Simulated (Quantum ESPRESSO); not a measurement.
# La2O3 (P-3m1) in Quantum ESPRESSO: a series of runs

Runs on La2O3. Level: LDA. Tasks: single point, equation of state.

Program: Quantum ESPRESSO 7.5. These are calculated values, not measurements. Logs are shortened: lines on timing, memory, paths and dates and some standing lists are left out, and cuts for length are marked.

## (1) The crystal as given

It takes space group P-3m1 (No. 164, trigonal). Conventional cell: a = 3.931 Å, b = 3.931 Å, c = 6.112 Å, α = 90.00°, β = 90.00°, γ = 120.00°. Around La (site symmetry 3m) lie 4 O at 2.36 to 2.44 Å. O (site symmetry -3m) is surrounded by 6 La at 2.72 Å. O (site symmetry 3m) has 4 La at 2.36 to 2.44 Å as nearest neighbours.

The cell is a database's computed one.

## (2) Single point, LDA, 15.38 Å³/atom

Input file pw.in:

```
&CONTROL
  calculation = 'scf'
  prefix = 'pwscf'
  outdir = './tmp'
  pseudo_dir = './pseudo'
  tstress = .true.
  disk_io = 'nowf'
/
&SYSTEM
  ibrav = 0
  nat = 5
  ntyp = 2
  ecutwfc = 45
  ecutrho = 360
  nbnd = 28
  occupations = 'smearing'
  smearing = 'fd'
  degauss = 0.00367493
/
&ELECTRONS
  conv_thr = 1d-09
  electron_maxstep = 120
  mixing_beta = 0.5
/
ATOMIC_SPECIES
La   138.9055 la_lda_v1.uspp.F.UPF
O     15.9990 o_lda_v1.2.uspp.F.UPF
CELL_PARAMETERS angstrom
   3.8505354057    0.0000000000    0.0000000000
  -1.9252677029    3.3346614796    0.0000000000
   0.0000000000    0.0000000000    5.9871847653
ATOMIC_POSITIONS crystal
La     0.3333333333    0.6666666667    0.2462356800
La     0.6666666667    0.3333333333    0.7537643200
O      0.0000000000    0.0000000000    0.0000000000
O      0.3333333333    0.6666666667    0.6458906500
O      0.6666666667    0.3333333333    0.3541093500
K_POINTS automatic
8 8 5 0 0 0
```

Potentials or basis: GBRV 1.5 LDA.

Started as:

```console
$ OMP_NUM_THREADS=1 mpirun -n 2 pw.x -nk 2 -in pw.in > pw.out
```

pw.out:

```text
This program is part of the open-source Quantum ESPRESSO suite
     for quantum simulation of materials; please cite
         "P. Giannozzi et al., J. Phys.:Condens. Matter 21 395502 (2009);
         "P. Giannozzi et al., J. Phys.:Condens. Matter 29 465901 (2017);
         "P. Giannozzi et al., J. Chem. Phys. 152 154105 (2020);
     in publications or presentations arising from this work. More details at

     Message from routine setup:
     using ibrav=0 with symmetry is DISCOURAGED, use correct ibrav instead

     K-points division:     npool     =       2
     Subspace diagonalization in iterative solution of the eigenvalue problem:
     a serial algorithm will be used

     G-vector sticks info
     --------------------
     sticks:   dense  smooth     PW     G-vecs:    dense   smooth      PW
     Sum        1303     661    199                59775    21133    3429

     Using Slab Decomposition

     bravais-lattice index     =            0
     lattice parameter (alat)  =       7.2765  a.u.
     unit-cell volume          =     518.7906 (a.u.)^3
     number of atoms/cell      =            5
     number of atomic types    =            2
     number of electrons       =        40.00
     number of Kohn-Sham states=           28
     kinetic-energy cutoff     =      45.0000  Ry
     charge density cutoff     =     360.0000  Ry
     scf convergence threshold =      1.0E-09
     mixing beta               =       0.5000
     number of iterations used =            8  plain     mixing
     Exchange-correlation= SLA  PZ   NOGX NOGC
                           (   1   1   0   0   0   0   0)

     celldm(1)=   7.276457  celldm(2)=   0.000000  celldm(3)=   0.000000
     celldm(4)=   0.000000  celldm(5)=   0.000000  celldm(6)=   0.000000

     crystal axes: (cart. coord. in units of alat)
               a(1) = (   1.000000   0.000000   0.000000 )
               a(2) = (  -0.500000   0.866025   0.000000 )
               a(3) = (   0.000000   0.000000   1.554897 )

     reciprocal axes: (cart. coord. in units 2 pi/alat)
               b(1) = (  1.000000  0.577350 -0.000000 )
               b(2) = (  0.000000  1.154701  0.000000 )
               b(3) = (  0.000000 -0.000000  0.643130 )

     PseudoPot. # 1 for La read from file:
     la_lda_v1.uspp.F.UPF
     Pseudo is Ultrasoft + core correction, Zval = 11.0
     Generated by new atomic code, or converted to UPF format
     Using radial grid of  995 points,  8 beta functions with:
                l(1) =   0
                l(2) =   0
                l(3) =   1
                l(4) =   1
                l(5) =   2
                l(6) =   2
                l(7) =   3
                l(8) =   3
     Q(r) pseudized with  8 coefficients,  rinner =    1.700   1.700   1.700
                                                       1.700   1.700   1.700
                                                       1.700

     PseudoPot. # 2 for O  read from file:
     o_lda_v1.2.uspp.F.UPF
     Pseudo is Ultrasoft + core correction, Zval =  6.0
     Generated by new atomic code, or converted to UPF format
     Using radial grid of  737 points,  5 beta functions with:
                l(1) =   0
                l(2) =   0
                l(3) =   1
                l(4) =   1
                l(5) =   2
     Q(r) pseudized with  8 coefficients,  rinner =    0.900   0.900   0.900
                                                       0.900   0.900

     atomic species   valence    mass     pseudopotential
     La               11.00   138.90550     La( 1.00)
     O                 6.00    15.99900     O ( 1.00)

     12 Sym. Ops., with inversion, found

   Cartesian axes

     site n.     atom                  positions (alat units)
         1        La     tau(   1) = (  -0.0000000   0.5773503   0.3828710  )
         2        La     tau(   2) = (   0.5000000   0.2886751   1.1720256  )
         3        O      tau(   3) = (   0.0000000   0.0000000   0.0000000  )
         4        O      tau(   4) = (  -0.0000000   0.5773503   1.0042932  )
         5        O      tau(   5) = (   0.5000000   0.2886751   0.5506035  )

     number of k points=    40  Fermi-Dirac smearing, width (Ry)=  0.0037
                       cart. coord. in units 2pi/alat
        k(    1) = (   0.0000000   0.0000000   0.0000000), wk =   0.0062500
        k(    2) = (   0.0000000   0.0000000   0.1286259), wk =   0.0125000
        k(    3) = (   0.0000000   0.0000000   0.2572518), wk =   0.0125000
        k(    4) = (   0.0000000   0.1443376   0.0000000), wk =   0.0375000
        k(    5) = (   0.0000000   0.1443376   0.1286259), wk =   0.0375000
        k(    6) = (   0.0000000   0.1443376   0.2572518), wk =   0.0375000
[... 32 lines left out ...]
        k(   39) = (  -0.1250000   0.5051815  -0.1286259), wk =   0.0750000
        k(   40) = (  -0.1250000   0.5051815  -0.2572518), wk =   0.0750000

     Dense  grid:    59775 G-vectors     FFT dimensions: (  45,  45,  72)

     Smooth grid:    21133 G-vectors     FFT dimensions: (  32,  32,  50)

     Check: negative core charge=   -0.000002

     Initial potential from superposition of free atoms

     starting charge      39.9427, renormalised to      40.0000

     negative rho (up, down):  1.639E-01 0.000E+00
     Starting wfcs are   52 randomized atomic wfcs

     Self-consistent Calculation

     iteration #  1     ecut=    45.00 Ry     beta= 0.50
     Davidson diagonalization with overlap
     ethr =  1.00E-02,  avg # of iterations =  2.0

     negative rho (up, down):  1.612E-01 0.000E+00

     total energy              =    -301.43832276 Ry
     estimated scf accuracy    <       1.70568363 Ry

     iteration #  2     ecut=    45.00 Ry     beta= 0.50
     Davidson diagonalization with overlap
     ethr =  4.26E-03,  avg # of iterations =  4.0
[... 55 lines left out ...]
     negative rho (up, down):  1.198E-01 0.000E+00

     total energy              =    -302.13106595 Ry
     estimated scf accuracy    <       0.00005206 Ry

     iteration #  9     ecut=    45.00 Ry     beta= 0.50
     Davidson diagonalization with overlap
     c_bands:  1 eigenvalues not converged
     c_bands:  1 eigenvalues not converged
     ethr =  1.30E-07,  avg # of iterations = 12.5

     negative rho (up, down):  1.211E-01 0.000E+00

     total energy              =    -302.13121239 Ry
     estimated scf accuracy    <       0.00039869 Ry

     iteration # 10     ecut=    45.00 Ry     beta= 0.50
     Davidson diagonalization with overlap
     ethr =  1.30E-07,  avg # of iterations =  4.1
[... 60 lines left out ...]
     iteration # 17     ecut=    45.00 Ry     beta= 0.50
     Davidson diagonalization with overlap
     ethr =  8.12E-12,  avg # of iterations =  2.6

     negative rho (up, down):  1.215E-01 0.000E+00

     End of self-consistent calculation

          k = 0.0000 0.0000 0.0000 (  2659 PWs)   bands (ev):

   -19.2352 -18.9090  -6.5705  -5.0985  -4.6078  -2.5908  -2.5908  -2.2928
    -2.2928  -2.1363  -1.2900   7.7492   7.7492   8.0214   8.0214   8.1775
     8.5554   9.9481   9.9481  10.2182  14.7776  15.1351  15.1351  15.8710
    16.2414  16.2414  16.2452  16.4858

          k = 0.0000 0.0000 0.1286 (  2640 PWs)   bands (ev):

   -19.2060 -18.9411  -6.4886  -5.0948  -4.7558  -2.5667  -2.5667  -2.3179
    -2.3179  -2.0402  -1.2983   7.5896   7.5896   7.8714   8.1638   8.1638
     8.8795   9.9926   9.9926   9.9966  14.9066  15.2174  15.2174  16.0197
    16.0708  16.2386  16.2387  16.6002
[... 260 lines left out ...]
          k =-0.1250 0.5052-0.2573 (  2650 PWs)   bands (ev):

   -18.9127 -18.8765  -7.0826  -6.8181  -4.9251  -3.0011  -2.8101  -2.5931
    -2.3570  -1.2430  -0.4480   7.3651   8.1074   8.5260   8.9682   9.2515
     9.4137   9.8666  10.1496  10.3577  14.8169  15.2602  15.7657  15.9607
    16.1375  16.1952  16.2600  16.2982

     the Fermi energy is    12.4958 ev

!    total energy              =    -302.13124412 Ry
     estimated scf accuracy    <          1.0E-11 Ry
     smearing contrib. (-TS)   =      -0.00000000 Ry
     internal energy E=F+TS    =    -302.13124412 Ry

     The total energy is F=E-TS. E is the sum of the following terms:
     one-electron contribution =     -20.03223008 Ry
     hartree contribution      =      37.71030880 Ry
     xc contribution           =    -119.89539378 Ry
     ewald contribution        =    -199.91392906 Ry

     convergence has been achieved in  17 iterations

     Computing stress (Cartesian axis) and pressure

     negative rho (up, down):  1.215E-01 0.000E+00
          total   stress  (Ry/bohr**3)                   (kbar)     P=       30.42
   0.00024862   0.00000000   0.00000000           36.57        0.00        0.00
   0.00000000   0.00024862   0.00000000            0.00       36.57        0.00
   0.00000000   0.00000000   0.00012305            0.00        0.00       18.10

=------------------------------------------------------------------------------=
   JOB DONE.
=------------------------------------------------------------------------------=
```

It took 65 s on 2 MPI ranks of Arm Neoverse V2, shared host; peak memory 0.72 GiB.

Results:

- Free energy: -4110.7050 eV
- Pressure: 3.0 GPa
- Band gap on the k mesh: 3.81 eV, indirect (least direct gap 3.91 eV)

Caveat: spin-orbit coupling is left out, which moves the levels of the heavy elements; an odd mesh through Γ misses points on the zone boundary, where band edges often lie.

## (3) Single point, LDA, 15.70 Å³/atom

pw.in, as its differences from that of step 2:

```diff
@@ -28,5 +28,5 @@
 CELL_PARAMETERS angstrom
-   3.8505354057    0.0000000000    0.0000000000
-  -1.9252677029    3.3346614796    0.0000000000
-   0.0000000000    0.0000000000    5.9871847653
+   3.8776527457    0.0000000000    0.0000000000
+  -1.9388263728    3.3581457848    0.0000000000
+   0.0000000000    0.0000000000    6.0293494275
 ATOMIC_POSITIONS crystal
```

Potentials or basis: GBRV 1.5 LDA.

Started as:

```console
$ OMP_NUM_THREADS=1 mpirun -n 2 pw.x -nk 2 -in pw.in > pw.out
```

It took 65 s on 2 MPI ranks of Arm Neoverse V2, shared host; peak memory 0.74 GiB.

It converged, with:

- Free energy: -4110.7199 eV
- Pressure: -0.3 GPa
- Band gap on the k mesh: 3.82 eV, indirect (least direct gap 3.93 eV)

Caveat: spin-orbit coupling is left out, which moves the levels of the heavy elements; an odd mesh through Γ misses points on the zone boundary, where band edges often lie.

## (4) Single point, LDA, 16.03 Å³/atom

pw.in, as its differences from that of step 3:

```diff
@@ -28,5 +28,5 @@
 CELL_PARAMETERS angstrom
-   3.8776527457    0.0000000000    0.0000000000
-  -1.9388263728    3.3581457848    0.0000000000
-   0.0000000000    0.0000000000    6.0293494275
+   3.9043960235    0.0000000000    0.0000000000
+  -1.9521980118    3.3813061428    0.0000000000
+   0.0000000000    0.0000000000    6.0709324617
 ATOMIC_POSITIONS crystal
```

Started as:

```console
$ OMP_NUM_THREADS=1 mpirun -n 2 pw.x -nk 2 -in pw.in > pw.out
```

It took 58 s on 2 MPI ranks of Arm Neoverse V2, shared host; peak memory 0.76 GiB.

The run converged. Its results:

| Property | Result |
| --- | --- |
| Free energy | -4110.7027 eV |
| Pressure | -3.3 GPa |
| Band gap on the k mesh | 3.82 eV, indirect (least direct gap 3.94 eV) |

Caveat: spin-orbit coupling is left out, which moves the levels of the heavy elements; an odd mesh through Γ misses points on the zone boundary, where band edges often lie.

## (5) Single point, LDA, 16.36 Å³/atom

pw.in, as its differences from that of step 4:

```diff
@@ -28,5 +28,5 @@
 CELL_PARAMETERS angstrom
-   3.9043960235    0.0000000000    0.0000000000
-  -1.9521980118    3.3813061428    0.0000000000
-   0.0000000000    0.0000000000    6.0709324617
+   3.9307778780    0.0000000000    0.0000000000
+  -1.9653889390    3.4041534990    0.0000000000
+   0.0000000000    0.0000000000    6.1119535200
 ATOMIC_POSITIONS crystal
```

Started as:

```console
$ OMP_NUM_THREADS=1 mpirun -n 2 pw.x -nk 2 -in pw.in > pw.out
```

Run time: 59 s. Hardware: 2 MPI ranks of Arm Neoverse V2, shared host; peak memory 0.78 GiB.

It converged, with:

```
Free energy            : -4110.6567 eV
Pressure               : -5.9 GPa
Band gap on the k mesh : 3.82 eV, indirect (least direct gap 3.95 eV)
```

Caveat: spin-orbit coupling is left out, which moves the levels of the heavy elements; an odd mesh through Γ misses points on the zone boundary, where band edges often lie.

## (6) Single point, LDA, 16.68 Å³/atom

pw.in, as its differences from that of step 5:

```diff
@@ -28,5 +28,5 @@
 CELL_PARAMETERS angstrom
-   3.9307778780    0.0000000000    0.0000000000
-  -1.9653889390    3.4041534990    0.0000000000
-   0.0000000000    0.0000000000    6.1119535200
+   3.9568102782    0.0000000000    0.0000000000
+  -1.9784051391    3.4266982189    0.0000000000
+   0.0000000000    0.0000000000    6.1524312130
 ATOMIC_POSITIONS crystal
```

Potentials or basis: GBRV 1.5 LDA.

Started as:

```console
$ OMP_NUM_THREADS=1 mpirun -n 2 pw.x -nk 2 -in pw.in > pw.out
```

It took 66 s on 2 MPI ranks of Arm Neoverse V2, shared host; peak memory 0.78 GiB.

The run converged. Its results:

```
Free energy            : -4110.5849 eV
Pressure               : -8.3 GPa
Band gap on the k mesh : 3.80 eV, indirect (least direct gap 3.95 eV)
```

Caveat: spin-orbit coupling is left out, which moves the levels of the heavy elements; an odd mesh through Γ misses points on the zone boundary, where band edges often lie.

## (7) Single point, LDA, 17.01 Å³/atom

pw.in, as its differences from that of step 6:

```diff
@@ -28,5 +28,5 @@
 CELL_PARAMETERS angstrom
-   3.9568102782    0.0000000000    0.0000000000
-  -1.9784051391    3.4266982189    0.0000000000
-   0.0000000000    0.0000000000    6.1524312130
+   3.9825045714    0.0000000000    0.0000000000
+  -1.9912522857    3.4489501296    0.0000000000
+   0.0000000000    0.0000000000    6.1923831845
 ATOMIC_POSITIONS crystal
```

Started as:

```console
$ OMP_NUM_THREADS=1 mpirun -n 2 pw.x -nk 2 -in pw.in > pw.out
```

It took 75 s on 2 MPI ranks of Arm Neoverse V2, shared host; peak memory 0.78 GiB.

Results (log left out):

* Free energy: -4110.4900 eV
* Pressure: -10.4 GPa
* Band gap on the k mesh: 3.77 eV, indirect (least direct gap 3.95 eV)

Caveat: spin-orbit coupling is left out, which moves the levels of the heavy elements; an odd mesh through Γ misses points on the zone boundary, where band edges often lie.

## (8) Single point, LDA, 17.34 Å³/atom

pw.in, as its differences from that of step 7:

```diff
@@ -28,5 +28,5 @@
 CELL_PARAMETERS angstrom
-   3.9825045714    0.0000000000    0.0000000000
-  -1.9912522857    3.4489501296    0.0000000000
-   0.0000000000    0.0000000000    6.1923831845
+   4.0078715265    0.0000000000    0.0000000000
+  -2.0039357633    3.4709185571    0.0000000000
+   0.0000000000    0.0000000000    6.2318261790
 ATOMIC_POSITIONS crystal
```

Started as:

```console
$ OMP_NUM_THREADS=1 mpirun -n 2 pw.x -nk 2 -in pw.in > pw.out
```

Wall time 86 s (2 MPI ranks of Arm Neoverse V2, shared host); peak memory 0.8 GiB.

Results (log left out):

```
Free energy            : -4110.3746 eV
Pressure               : -12.3 GPa
Band gap on the k mesh : 3.74 eV, indirect (least direct gap 3.94 eV)
```

Caveat: spin-orbit coupling is left out, which moves the levels of the heavy elements; an odd mesh through Γ misses points on the zone boundary, where band edges often lie.

## (9) Equation of state, LDA

Potentials or basis: GBRV 1.5 LDA.

No new run: the results of the series are fitted here.

What came out:

- Equilibrium volume: 15.68 Å³/atom
- Bulk modulus at fixed shape and positions: 152 GPa
- Pressure derivative of the bulk modulus: 4.3

Energy against volume, from the lowest point:
```csv
volume (Å³/atom),energy (meV/atom)
15.375,2.98
15.703,0.00
16.030,3.44
16.357,12.64
16.684,27.00
17.011,45.97
17.338,69.06
```

Caveat: the cell was scaled at fixed shape and fractional positions, which overstates the stiffness of a crystal with free parameters, most of all of layers and chains.
